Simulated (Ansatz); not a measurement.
Pd under changes of volume

One of the cells (14.750 Å³/atom); the others are scaled copies at fixed shape and fractional positions:

```xyz
1
Lattice="0.0000 1.9465 1.9465 1.9465 0.0000 1.9465 1.9465 1.9465 0.0000" Properties=species:S:1:pos:R:3 pbc="T T T"
Pd    0.0000    0.0000    0.0000
```

| Quantity | Value |
| --- | --- |
| Program | Ansatz 0.2.0 |
| Functional | r2SCAN |
| Potentials or basis | Ansatz PAW |
| Cutoff | 500 eV (not typed: the program's choice for these potentials) |
| k mesh | 12 × 12 × 12 |
| Occupations | fermi-dirac, width 0.05 eV |
| Spin | no spin polarisation |

| volume (Å³/atom) | energy over the lowest point (meV/atom) | pressure (GPa) |
| --- | --- | --- |
| 13.865 | ? | ? |
| 14.160 | 22.96 | 11.1 |
| 14.455 | 7.34 | 6.3 |
| 14.750 | 0.03 | 2.1 |
| 15.045 | 0.00 | -1.7 |
| 15.340 | 6.39 | -4.9 |
| 15.635 | 18.34 | -7.7 |

Question: What does the run at 13.865 Å³/atom give?

Answer: Energy over the lowest point 48.01 meV/atom; pressure 16.5 GPa.

Worked out: A Birch-Murnaghan fit of order 3 (a polynomial in V^(-2/3)) to the other rows has its minimum at 14.90 Å³/atom with B0 = V·E''(V) = 187 GPa and B' = 5.7. It gives 48.07 meV/atom at 13.865 Å³/atom, against the run's 48.01, and -dE/dV = 16.4 GPa, against 16.5.

Energies are extrapolated to zero smearing.

Caveats: the PAW data sets come from PBE, with cores solved anew for the run's functional, which leaves a small shift of forces and pressure.
